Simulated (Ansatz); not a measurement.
Density of states of NiGe (Pnma, a = 5.311 Å, b = 3.440 Å, c = 5.739 Å, α = 90.00°, β = 90.00°, γ = 90.00°), in states per eV and primitive cell, averaged over bins of 0.4 eV. Method: DFT PBEsol, scalar-relativistic, plane waves, PAW in Ansatz.

Plane waves to 420 eV, a k mesh through Γ of 8×10×6 on the computed 8-atom cell and Gaussian smearing (0.10 eV); no spin polarisation.

The cell is relaxed at this level. The states (both spins) are summed by tetrahedra on a 12×15×9 mesh at the self-consistent density. Energies are bin centres; the table starts no lower than −8 eV and ends at 6 eV, or lower where the solved bands end.

It is a metal at this level.

```
E − E_F (eV) total Ni 3d Ge 4p Ge 4s Ni 4s
       -7.85   0.03   0.01   0.00   0.02   0.00
       -7.45   0.00   0.00   0.00   0.00   0.00
       -7.05   0.00   0.00   0.00   0.00   0.00
       -6.65   0.04   0.01   0.03   0.00   0.01
       -6.25   1.64   0.30   1.03   0.10   0.19
       -5.85   3.20   0.67   1.91   0.22   0.37
       -5.45   3.68   0.95   2.11   0.26   0.31
       -5.05   3.32   1.10   1.66   0.26   0.26
       -4.65   3.99   1.70   1.72   0.26   0.26
       -4.25   3.30   1.62   1.31   0.17   0.16
       -3.85   6.46   3.82   2.15   0.16   0.24
       -3.45  11.83   8.69   2.57   0.15   0.24
       -3.05  14.53  11.84   2.18   0.13   0.12
       -2.65  14.92  12.67   1.74   0.12   0.11
       -2.25  13.75  12.25   1.12   0.07   0.09
       -1.85  19.15  17.97   0.71   0.11   0.14
       -1.45   9.28   7.68   1.09   0.24   0.10
       -1.05   5.23   3.25   1.50   0.22   0.08
       -0.65   2.99   1.92   0.79   0.15   0.05
       -0.25   2.28   1.31   0.67   0.20   0.04
        0.15   2.59   1.28   0.90   0.28   0.05
        0.55   3.18   1.34   1.26   0.38   0.10
        0.95   3.20   1.20   1.35   0.42   0.13
        1.35   3.27   1.06   1.51   0.44   0.14
        1.75   3.11   0.86   1.61   0.37   0.12
        2.15   2.93   0.71   1.58   0.32   0.19
        2.55   2.77   0.59   1.53   0.28   0.23
        2.95   2.72   0.49   1.58   0.22   0.26
        3.35   3.37   0.53   2.06   0.22   0.33
        3.75   3.01   0.40   1.89   0.19   0.30
        4.15   3.15   0.36   1.99   0.17   0.36
        4.55   3.29   0.33   2.12   0.14   0.38
        4.95   2.82   0.26   1.86   0.09   0.32
        5.35   1.88   0.15   1.15   0.05   0.23
        5.75   1.54   0.08   0.51   0.05   0.43
```

The columns after the total are the Löwdin projections on the occupied valence shells of the potentials. The rest of the total lies in shells that are empty in the free atom, which aren't projected, and between the atoms.

A ferromagnetic start lost its moments in a first run, so spin was left out; other magnetic orders weren't tried.

Cost: 1 run of about 3.8 core-minutes, on Oxide Virtual Turin-like Processor (Zen 5) (shared hosts).